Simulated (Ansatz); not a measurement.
Levels of theory for Ga₂O₃ (corundum sites, R-3c)

All numbers come from Ansatz. Values at 0 K without nuclear motion; no magnetic order is allowed, and the phase may be a hypothetical one.

Structure: Ga₂O₃ on the sites of the corundum structure (relaxed group R-3c), at its r2SCAN minimum. It is trigonal, R-3c (No. 167); conventional cell a = 4.985 Å, c = 13.442 Å, 9.64 Å³ an atom. Ga has 6 O at 1.93–2.07 Å; O has 4 Ga at 1.93–2.07 Å.

```
Ga O
1.0
     2.49226    1.43891    4.48063
    -2.49226    1.43891    4.48063
     0.00000   -2.87782    4.48063
Ga O
4 6
Direct
  0.14459 0.14459 0.14459
  0.35541 0.35541 0.35541
  0.64459 0.64459 0.64459
  0.85541 0.85541 0.85541
  0.94638 0.55362 0.25000
  0.44638 0.75000 0.05362
  0.55362 0.25000 0.94638
  0.25000 0.94638 0.55362
  0.75000 0.05362 0.44638
  0.05362 0.44638 0.75000
```

Relaxed lattice by functional, symmetry kept:

| functional | k mesh | a (Å) | c (Å) | volume (Å³/atom) |
| --- | --- | --- | --- | --- |
| PBE | 6×6×6 | 5.058 | 13.623 | 10.06 |
| r2SCAN | 6×6×6 | 4.985 | 13.442 | 9.64 |
| PBEsol | 6×6×6 | 5.000 | 13.449 | 9.71 |

Gaps on the r2SCAN cell, each the least over its mesh and the special points:
```
  level  k mesh  gap (eV)      kind            edges  least direct gap (eV)
    PBE   6×6×6      2.85  indirect  Γ–S₀ (0.45) → Γ                   3.11
PBE+SOC   6×6×6      2.85  indirect  Γ–S₀ (0.45) → Γ                   3.10
 r2SCAN   6×6×6      3.55  indirect  Γ–S₀ (0.45) → Γ                   3.81
  HSE06   4×4×4      4.62  indirect  Γ–S₀ (0.45) → Γ                   4.87
   PBE0   4×4×4      5.34  indirect  Γ–S₀ (0.45) → Γ                   5.59
```
PBE: smearing of 0.02 eV; the others have fixed occupations.
Wave cutoffs: 420 eV, 500 eV (r2SCAN).
Points off the special ones are mesh points or PBE's searched band edges, reused at the other levels.

With HSE06 the valence top lies at Γ–S₀ (0.45 of the way from Γ) and the conduction bottom at Γ, 4.62 eV higher; the smallest vertical gap, at Γ, is 4.87 eV. Spin-orbit coupling changes the PBE gap by 0.00 eV, to 2.85 eV.

r2SCAN covers 39 % of the step from PBE to HSE06. For gaps to 0.1 eV, spin-orbit coupling (up to 0.01 eV here) can be left out. All these functionals give a gap of the same kind, indirect.

Only the levels marked +SOC include spin-orbit coupling.

The meshes of the hybrids are coarse, so their gaps aren't converged to the digits shown.
